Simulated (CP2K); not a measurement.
MnO2:

```
Mn O
1.0
     2.85658    0.00000    0.00000
    -1.42829    2.47387    0.00000
     0.00000    0.00000    4.60137
Mn O
1 2
Direct
  0.00000 0.00000 0.50000
  0.33333 0.66667 0.70629
  0.66667 0.33333 0.29371
```

Measurements of this composition are mostly on another form, of space group No. 136.

Program: CP2K 2026.2. Alike in all runs: spin collinear, ferromagnetic start; cell as given; k mesh 11 × 11 × 6.

Order these runs on this cell by their band gap on the k mesh, lowest first.
A. level LDA; potentials or basis GTH_POTENTIALS Mn GTH-PADE-q15, O GTH-PADE-q6; TZVP-MOLOPT-SR-GTH, TZVP-MOLOPT-PBE-GTH basis; smearing fermi-dirac 0.1 eV; NGRIDS 5; points a segment of the path (NPOINTS) 8; bands added on the path 6; CUTOFF of the grids 600 Ry
B. level BLYP+D3(BJ); potentials or basis GTH_POTENTIALS Mn GTH-BLYP-q15, O GTH-BLYP-q6; TZVP-MOLOPT-SR-GTH, TZVP-MOLOPT-PBE-GTH basis; smearing gaussian 0.1 eV; NGRIDS 4; CUTOFF of the grids 600 Ry; cutoff radius of the dispersion sum (A) 20
C. level r2SCAN; potentials or basis POTENTIAL_UZH Mn GTH-SCAN-q15, O GTH-SCAN-q6; TZVP-MOLOPT-SR-GTH, TZVP-MOLOPT-SCAN-GTH basis; smearing fermi-dirac 0.01 eV; NGRIDS 5; points a segment of the path (NPOINTS) 10; bands added on the path 6; CUTOFF of the grids 850 Ry

A (0.73 eV), B (1.05 eV), C (2.12 eV).

Caveats: the basis of atomic orbitals isn't converged, which shifts pressures, moduli and gaps; a cell with one magnetic atom can't hold antiferromagnetic order, which such compounds often take; an odd mesh through Γ misses points on the zone boundary, where band edges often lie (some runs).

Not every run made on this cell is shown here.
